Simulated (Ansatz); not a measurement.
Runs of Ansatz 0.2.0 on Al3Ni2. Symmetry: P-3m1, No. 164, trigonal system. The conventional cell has a = 3.994 Å, b = 3.994 Å, c = 4.881 Å, α = 90.00°, β = 90.00°, γ = 120.00°. Ni (site symmetry 3m) is surrounded by 8 Al at 2.41 to 2.51 Å and 3 Ni at 2.71 Å. Around Al (site symmetry 3m) lie 5 Ni at 2.43 to 2.51 Å and 3 Al at 2.72 Å. Al (site symmetry -3m) has 6 Ni at 2.41 Å as nearest neighbours. The cell comes from a database or a generator and needn't be the stable form of this composition.

| spin | fixed moment (μB) | pressure (GPa) | moment (μB) | largest force (eV/Å) |
| --- | --- | --- | --- | --- |
| collinear, ferromagnetic start | 2.5 | 4.5 | 2.50 | 0.21 |
| collinear, ferromagnetic start | 1.5 | 1.6 | 1.50 | 0.07 |
| collinear, ferromagnetic start | 3.0 | 6.5 | 3.00 | 0.18 |
| collinear, program default start | 0.0 | 0.0 | 0.00 | 0.03 |
| collinear, ferromagnetic start | 0.5 | (a) | 0.50 | 0.04 |
| collinear, ferromagnetic start | 4.0 | 11.5 | 4.00 | 0.24 |
| collinear, ferromagnetic start | 1.0 | 0.7 | 1.00 | 0.05 |
| collinear, ferromagnetic start | 2.0 | 2.8 | 2.00 | (b) |

Alike in all rows: task single point; level PBEsol; potentials or basis Ansatz PAW; cell as given; k mesh 7 × 7 × 5; cutoff (eV) 420; smearing fermi-dirac 0.05 eV.

Problem. Fill in the values left out.

Solution. (a) 0.2; (b) 0.16.

Caveats: the total moment is fixed, so each spin has its own Fermi level; the PAW data sets come from PBE, with cores solved anew for the run's functional, which leaves a small shift of forces and pressure; the thresholds are loose for stress.
